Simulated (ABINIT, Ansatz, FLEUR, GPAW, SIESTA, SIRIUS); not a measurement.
# One calculation of Sn, 6 ways

```
Sn
1.0
    -1.66577    1.76563    2.29581
     1.74442   -1.79906    2.37926
     1.68238    1.81521   -2.32119
Sn
1
Direct
  0.99505 0.98835 0.99670
```

This isn't the form of Sn at room conditions, which is tetragonal (white tin).

The given cell was strained at random by a few per cent at fixed volume.

Alike in all runs: task single point; functional PBEsol; k mesh 11 × 11 × 11; occupations fermi-dirac, width 0.05 eV; no spin polarisation; no spin-orbit coupling. Pressure is positive in compression and, in plane waves, holds the error of the finite cutoff.

```csv
program and potentials,plane-wave cutoff (eV),notes,pressure (GPa),energy over the undisturbed cell (meV/atom)
"GPAW, PAW data sets generated for this functional",600,-,-3.76,4.79
"SIESTA, files PseudoDojo sr-pbesol-0.4.1-standard, DZP (energy shift 0.003 Ry; two zetas on semicore shells)",-,atomic basis,-2.60,4.99
"Ansatz, all-electron LAPW, scalar-relativistic",-,-,-3.58,-
"FLEUR, all-electron, FLAPW",-,-,-,4.89
"SIRIUS, PseudoDojo 0.4.1 PBEsol standard (scalar relativistic)",983,-,-3.53,4.92
"ABINIT, PseudoDojo NC SR PBEsol v0.4.1 standard",980,-,-3.53,-
```

The pressure spans -3.76 (GPAW, PAW data sets generated for this functional) to -2.60 GPa (SIESTA, files PseudoDojo sr-pbesol-0.4.1-standard, DZP (energy shift 0.003 Ry; two zetas on semicore shells)), with all-electron results at -3.58. Rows in atomic bases carry the error of their basis and grid, which can be large.

Differences between rows come from potentials, basis sets and numerical settings, since the functional is the same but for its coding. Runs on potential files found faulty are left out.
